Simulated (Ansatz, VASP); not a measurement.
**Rb: VASP beside Ansatz**

```
Rb
1.0
    -2.83976    2.83976    2.83976
     2.83976   -2.83976    2.83976
     2.83976    2.83976   -2.83976
Rb
1
Direct
  0.00000 0.00000 0.00000
```

Alike in both runs: task single point; functional BLYP; k mesh 13 × 13 × 13; occupations fermi-dirac, width 0.1 eV; no spin polarisation.

```csv
,VASP,Ansatz
version,VASP 6.6.1,Ansatz 0.2.0
potentials or method,"VASP PAW PBE potentials, release 64 (Rb_sv)","plane waves (420 eV) with PAW, scalar-relativistic"
plane-wave cutoff (eV),520,420
valence electrons in the cell,9,9
```

```tsv
	VASP	Ansatz	Ansatz less VASP
pressure (GPa)	0.1	0.1	-0.01
```

Caveats: the PAW data sets were made with another functional, which shifts forces and pressure a little (VASP).
